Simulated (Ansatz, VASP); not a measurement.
**Ga: VASP beside Ansatz**

```xyz
1
Lattice="-1.4026 1.4026 2.3416 1.4026 -1.4026 2.3416 1.4026 1.4026 -2.3416" Properties=species:S:1:pos:R:3 pbc="T T T"
Ga    0.0000    0.0000    0.0000
```

Change from the starting cell: volume scaled by 1.04.

Alike in both runs: task single point; functional PBE; k mesh 13 × 13 × 13; occupations fermi-dirac, width 0.05 eV; no spin polarisation.

|  | VASP | Ansatz |
| --- | --- | --- |
| version | VASP 6.6.1 | Ansatz 0.2.0 |
| potentials or method | VASP PAW PBE potentials, release 64 (Ga_d) | Ansatz PAW |
| plane-wave cutoff (eV) | 520 | 420 |
| valence electrons in the cell | 13 | 13 |

```tsv
	VASP	Ansatz	Ansatz less VASP
gap on the k mesh at the Fermi level (eV)	none	none	-
pressure (GPa)	1.2	1.1	-0.08
largest component of the traceless stress (GPa)	0.17	0.14	-0.030
```

A gap of «none» marks a metal or a gap that the smearing closes. The functional is the same, so the differences come from potentials, cutoffs and numerics.
